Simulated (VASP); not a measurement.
Au, 1 atom in the cell. The structure is tetragonal, space group I4/mmm (No. 139). The conventional cell has a = 3.037 Å, b = 3.037 Å, c = 3.886 Å, α = 90.00°, β = 90.00°, γ = 90.00°. Au (site symmetry 4/mmm) is surrounded by 12 Au at 2.90 to 3.04 Å. This isn't the form of Au at room conditions, which is fcc. The cell isn't the ideal one: strain +0.050 along x and y, -0.050 along z, atoms carried along.

- Program: VASP 6.6.1
- Task: single point
- Functional: PBE
- Potentials or basis: VASP PAW PBE potentials, release 64 (Au)
- Cutoff: 520 eV
- k mesh: 20 × 20 × 20
- Occupations: gaussian, width 0.15 eV
- Spin: no spin polarisation
- Dipole correction: no
- Further INCAR settings: ALGO = Fast; EDIFF = 1e-06; NBANDS = 12

Potentials or basis: VASP PAW PBE potentials, release 64 (Au).

The run is started by

```console
$ cat potpaw_PBE.64/Au/POTCAR > POTCAR
$ mpirun -np 1 vasp_std > vasp.out
```

Hardware: 1 thread of Intel(R) Xeon(R) 6975P-C (Granite Rapids), with other jobs on the host.

**Question.** Estimate the wall time of this run.

**Answer.** Wall time 46 s on 1 thread of Intel(R) Xeon(R) 6975P-C (Granite Rapids), on a shared host, peak memory 0.25 GiB. Counts: scf iterations 12, k points 641.
